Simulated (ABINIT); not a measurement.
# Au (P6_3/mmc) in ABINIT: reference runs

Reference runs on Au: the cell as given.

Everything below comes from runs of ABINIT 10.8.3 (patched build). Logs are shortened: lines on timing, memory, paths and dates and some standing lists are left out, and cuts for length are marked. The log counts tension as positive stress, the text compression.

## 1. Starting point

The structure is hexagonal, space group P6_3/mmc (No. 194). The conventional cell has a = 2.900 Å, b = 2.900 Å, c = 4.880 Å, α = 90.00°, β = 90.00°, γ = 120.00°. Au (site symmetry -6m2) is surrounded by 12 Au at 2.90 to 2.96 Å.

This isn't the form of Au at room conditions, which is fcc.

## 2. Single point, PBEsol

Input file run.abi:

```
# Pseudopotentials
pp_dirpath "./"
pseudos "Au.upf"

# Structure
acell 5.4802057614 5.4802057615 9.2218634882
rprim
     1.0000000000     0.0000000000     0.0000000000
    -0.5000000000     0.8660254038     0.0000000000
     0.0000000000     0.0000000000     1.0000000000
ntypat 1
znucl 79
natom 2
typat 1 1
xred
     0.6666666667     0.3333333333     0.2500000000
     0.3333333333     0.6666666667     0.7500000000

# Plane-wave basis
ecut 38.0

# k points
kptopt 1
ngkpt 11 11 6
nshiftk 1
shiftk 0.0 0.0 0.0

# Exchange and correlation
ixc -116133

# Bands and occupations
nband 23
occopt 3
tsmear 0.05 eV

# SCF cycle
nstep 100
tolvrs 1.0e-10

# Output
iomode 3
prtwf 0
prtden 0
prteig 0
prtebands 0
enunit 1
```

Potentials or basis: PseudoDojo NC SR PBEsol v0.4.1 standard.

On the command line:

```console
$ abinit run.abi > log 2>&1
```

run.abo:

```text
.Version 10.8.3 of ABINIT
 Symmetries : space group P6_3/m m c (#194); Bravais hP (primitive hexag.)
================================================================================
 Values of the parameters that define the memory need of the present run
     intxc =       0    ionmov =       0      iscf =       7    lmnmax =       7
     lnmax =       7     mgfft =      54  mpssoang =       4    mqgrid =    3001
     natom =       2  nloc_mem =       1    nspden =       1   nspinor =       1
    nsppol =       1      nsym =      24    n1xccc =    2501    ntypat =       1
    occopt =       3   xclevel =       2
       mpw =        2708          nfft =       55296          nkpt =          64
================================================================================
================================================================================

--------------------------------------------------------------------------------
------------- Echo of variables that govern the present computation ------------
--------------------------------------------------------------------------------
 -outvars: echo values of preprocessed input variables --------
            acell      5.4802057614E+00  5.4802057615E+00  9.2218634882E+00 Bohr
              amu      1.96966540E+02
             ecut      3.80000000E+01 Hartree
           enunit           1
                       outvar_i_n : Printing only first  50 k-points.
              ixc     -116133
                       outvar_i_n : Printing only first  50 k-points.
         kptrlatt       11    0    0      0   11    0      0    0    6
          kptrlen      5.53311809E+01
            natom           2
            nband          23
            ngfft          32      32      54
             nkpt          64
            nstep         100
             nsym          24
           ntypat           1
                       prtocc : prtvol=0, do not print more k-points.
           occopt           3
           prtden           0
        prtebands           0
           prteig           0
            prtwf           0
            rprim      1.0000000000E+00  0.0000000000E+00  0.0000000000E+00
                      -5.0000000000E-01  8.6602540380E-01  0.0000000000E+00
                       0.0000000000E+00  0.0000000000E+00  1.0000000000E+00
          spgroup         194
           tolvrs      1.00000000E-10
           tsmear      1.83746611E-03 Hartree
            typat      1  1
                       outvars : Printing only first  50 k-points.
           xangst      1.4499999990E+00  8.3715788979E-01  1.2199999992E+00
                      -1.7639425916E-11  1.6743157796E+00  3.6599999975E+00
            xcart      2.7401028807E+00  1.5819991358E+00  2.3054658721E+00
                      -3.3333683999E-11  3.1639982717E+00  6.9163976162E+00
             xred      6.6666666667E-01  3.3333333333E-01  2.5000000000E-01
                       3.3333333333E-01  6.6666666667E-01  7.5000000000E-01
            znucl       79.00000

================================================================================

 chkinp: Checking input parameters for consistency.

================================================================================
== DATASET  1 ==================================================================

--- !DatasetInfo
iteration_state: {dtset: 1, }
dimensions: {natom: 2, nkpt: 64, mband: 23, nsppol: 1, nspinor: 1, nspden: 1, mpw: 2708, }
cutoff_energies: {ecut:  38.0, pawecutdg:  -1.0, }
electrons: {nelect:   3.80000000E+01, charge:   0.00000000E+00, occopt:   3.00000000E+00, tsmear:   1.83746611E-03, }
meta: {optdriver: 0, ionmov: 0, optcell: 0, iscf: 7, paral_kgb: 0, }
...

 Real(R)+Recip(G) space primitive vectors, cartesian coordinates (Bohr,Bohr^-1):
 R(1)=  5.4802058  0.0000000  0.0000000  G(1)=  0.1824749  0.1053519  0.0000000
 R(2)= -2.7401029  4.7459974  0.0000000  G(2)=  0.0000000  0.2107039  0.0000000
 R(3)=  0.0000000  0.0000000  9.2218635  G(3)=  0.0000000  0.0000000  0.1084380
 Unit cell volume ucvol=  2.3985184E+02 bohr^3
 Angles (23,13,12)=  9.00000000E+01  9.00000000E+01  1.20000000E+02 degrees

 getcut: wavevector=  0.0000  0.0000  0.0000  ngfft=  32  32  54
         ecut(hartree)=     38.000   => boxcut(ratio)=   2.10424

--- Pseudopotential description ------------------------------------------------
- pspini: atom type   1  psp file is ./Au.upf
12 -116133 3 -1 1340                          pspcod,pspxc,lmax,lloc,mmax
     nproj     2     2     2     1

   2.44866583E+03                                ecore*ucvol(ha*bohr**3)
--------------------------------------------------------------------------------

================================================================================

--- !BeginCycle
iteration_state: {dtset: 1, }
solver: {iscf: 7, nstep: 100, nline: 4, wfoptalg: 0, }
tolerances: {tolvrs: 1.00E-10, }
...

     iter   Etot(hartree)      deltaE(h)  residm     vres2
 ETOT  1  -294.61516482813    -2.946E+02 3.154E-01 1.166E+02
 ETOT  2  -294.82034123121    -2.052E-01 1.014E-02 7.863E+01
 ETOT  3  -294.84292361038    -2.258E-02 7.120E-03 3.512E-02
 ETOT  4  -294.84293975260    -1.614E-05 1.531E-03 2.692E-04
 ETOT  5  -294.84293979195    -3.935E-08 1.177E-03 7.242E-06
 ETOT  6  -294.84293979344    -1.490E-09 3.224E-04 2.699E-07
 ETOT  7  -294.84293979348    -4.013E-11 2.871E-04 1.217E-08
 ETOT  8  -294.84293979348    -8.527E-13 1.078E-04 1.801E-11

 At SCF step    8       vres2   =  1.80E-11 < tolvrs=  1.00E-10 =>converged.

 Cartesian components of stress tensor (hartree/bohr^3)
  sigma(1 1)=  2.26374660E-04  sigma(3 2)=  0.00000000E+00
  sigma(2 2)=  2.26374657E-04  sigma(3 1)=  0.00000000E+00
  sigma(3 3)=  2.41754862E-04  sigma(2 1)=  4.50805417E-13

--- !ResultsGS
iteration_state: {dtset: 1, }
comment   : Summary of ground state results
lattice_vectors:
- [  5.4802058,   0.0000000,   0.0000000, ]
- [ -2.7401029,   4.7459974,   0.0000000, ]
- [  0.0000000,   0.0000000,   9.2218635, ]
lattice_lengths: [   5.48021,    5.48021,    9.22186, ]
lattice_angles: [ 90.000,  90.000, 120.000, ] # degrees, (23, 13, 12)
lattice_volume:   2.3985184E+02
convergence: {deltae: -8.527E-13, res2:  1.801E-11, residm:  1.078E-04, diffor: null, }
etotal    :  -2.94842940E+02
entropy   :   0.00000000E+00
fermie    :   4.40953575E-01
cartesian_stress_tensor: # hartree/bohr^3
- [  2.26374660E-04,   4.50805417E-13,   0.00000000E+00, ]
- [  4.50805417E-13,   2.26374657E-04,   0.00000000E+00, ]
- [  0.00000000E+00,   0.00000000E+00,   2.41754862E-04, ]
pressure_GPa:  -6.8110E+00
xred      :
- [  6.6667E-01,   3.3333E-01,   2.5000E-01, Au]
- [  3.3333E-01,   6.6667E-01,   7.5000E-01, Au]
cartesian_forces: # hartree/bohr
- [ -0.00000000E+00,  -2.26940303E-28,  -0.00000000E+00, ]
- [ -0.00000000E+00,   2.26940303E-28,  -0.00000000E+00, ]
force_length_stats: {min:   2.26940303E-28, max:   2.26940303E-28, mean:   2.26940303E-28, }
...

 Integrated electronic density in atomic spheres:
 ------------------------------------------------
 Atom  Sphere_radius  Integrated_density
    1        2.00000         15.56144349
    2        2.00000         15.56144349
================================================================================

 ----iterations are completed or convergence reached----

 Mean square residual over all n,k,spin=   19.934E-08; max=  10.783E-05
 reduced coordinates (array xred) for    2 atoms
       0.666666666667      0.333333333333      0.250000000000
       0.333333333333      0.666666666667      0.750000000000
 rms dE/dt=  6.9524E-28; max dE/dt=  1.6156E-27; dE/dt below (all hartree)
    1       0.000000000000      0.000000000000      0.000000000000
    2       0.000000000000     -0.000000000000      0.000000000000

 cartesian coordinates (angstrom) at end:
    1      1.44999999900358     0.83715788978509     1.21999999917581
    2     -0.00000000001764     1.67431577957018     3.65999999752743

 cartesian forces (hartree/bohr) at end:
    1     -0.00000000000000    -0.00000000000000    -0.00000000000000
    2     -0.00000000000000     0.00000000000000    -0.00000000000000
 frms,max,avg= 1.3102404E-28 2.2694030E-28   0.000E+00  0.000E+00  0.000E+00 h/b

 cartesian forces (eV/Angstrom) at end:
    1     -0.00000000000000    -0.00000000000000    -0.00000000000000
    2     -0.00000000000000     0.00000000000000    -0.00000000000000
 frms,max,avg= 6.7375273E-27 1.1669740E-26   0.000E+00  0.000E+00  0.000E+00 e/A
 length scales=  5.480205761400  5.480205761500  9.221863488200 bohr
              =  2.899999998025  2.899999998078  4.879999996703 angstroms
 Fermi (or HOMO) energy (eV) =  11.99896   Average Vxc (eV)= -13.56124
 Eigenvalues (   eV  ) for nkpt=  64  k points:
 kpt#   1, nband= 23, wtk=  0.00138, kpt=  0.0000  0.0000  0.0000 (reduced coord)
 -93.45482  -93.44688  -44.83600  -44.68973  -44.68973  -44.66973  -44.66628  -44.66628
   2.54796    4.99000    7.41071    7.69504    7.69504    7.98452    7.98452    8.65117
   8.65117    9.92386    9.92386   10.99606   14.48068   26.56941   27.59387
 prteigrs : prtvol=0 or 1, do not print more k-points.

--- !EnergyTerms
iteration_state     : {dtset: 1, }
comment             : Components of total free energy in Hartree
kinetic             :  8.49788486561399E+01
hartree             :  5.36486483937238E+01
xc                  : -5.02273327253173E+01
Ewald energy        : -2.11401294699789E+02
psp_core            :  1.02090767722218E+01
local_psp           : -1.86834843914921E+02
non_local_psp       :  4.78427363508049E+00
internal            : -2.94842623882861E+02
'-kT*entropy'       : -3.15910621266980E-04
total_energy        : -2.94842939793482E+02
total_energy_eV     : -8.02308511662097E+03
band_energy         : -2.69958169308307E+01
...

 Cartesian components of stress tensor (hartree/bohr^3)
  sigma(1 1)=  2.26374660E-04  sigma(3 2)=  0.00000000E+00
  sigma(2 2)=  2.26374657E-04  sigma(3 1)=  0.00000000E+00
  sigma(3 3)=  2.41754862E-04  sigma(2 1)=  4.50805417E-13

-Cartesian components of stress tensor (GPa)         [Pressure= -6.8110E+00 GPa]
- sigma(1 1)=  6.66017243E+00  sigma(3 2)=  0.00000000E+00
- sigma(2 2)=  6.66017234E+00  sigma(3 1)=  0.00000000E+00
- sigma(3 3)=  7.11267361E+00  sigma(2 1)=  1.32631533E-08

== END DATASET(S) ==============================================================
================================================================================

 -outvars: echo values of variables after computation  --------
            acell      5.4802057614E+00  5.4802057615E+00  9.2218634882E+00 Bohr
           etotal     -2.9484293979E+02
            fcart     -0.0000000000E+00 -2.2694030291E-28 -0.0000000000E+00
                      -0.0000000000E+00  2.2694030291E-28 -0.0000000000E+00
            rprim      1.0000000000E+00  0.0000000000E+00  0.0000000000E+00
                      -5.0000000000E-01  8.6602540380E-01  0.0000000000E+00
                       0.0000000000E+00  0.0000000000E+00  1.0000000000E+00
           strten      2.2637465964E-04  2.2637465654E-04  2.4175486221E-04
                       0.0000000000E+00  0.0000000000E+00  4.5080541670E-13
           xangst      1.4499999990E+00  8.3715788979E-01  1.2199999992E+00
                      -1.7639425916E-11  1.6743157796E+00  3.6599999975E+00
             xred      6.6666666667E-01  3.3333333333E-01  2.5000000000E-01
                       3.3333333333E-01  6.6666666667E-01  7.5000000000E-01
 Calculation completed.
```

It took 91 s on 1 thread of Arm Neoverse V2, shared host; peak memory 0.12 GiB.

Results:

```
Free energy                                           : -8023.0851 eV
Pressure                                              : -6.8 GPa
Band gap on the k mesh                                : none (metal or under the smearing width)
Valence electrons inside the program's atomic spheres : Au 15.56 (radii [1.0584] Å)
```

Levels at points of the mesh, in eV from the Fermi level:
```tsv
k point	band 16	band 17	band 18	band 19	band 20	band 21	band 22	band 23
(0.00, 0.00, 0.00)	-3.35	-3.35	-2.08	-2.08	-1.00	2.48	14.57	15.59
(0.00, 0.00, 0.50)	-4.34	-2.51	-2.51	-2.51	-2.51	10.30	10.30	14.85
```

The run has no spin-orbit coupling, so splittings on Au are missing.
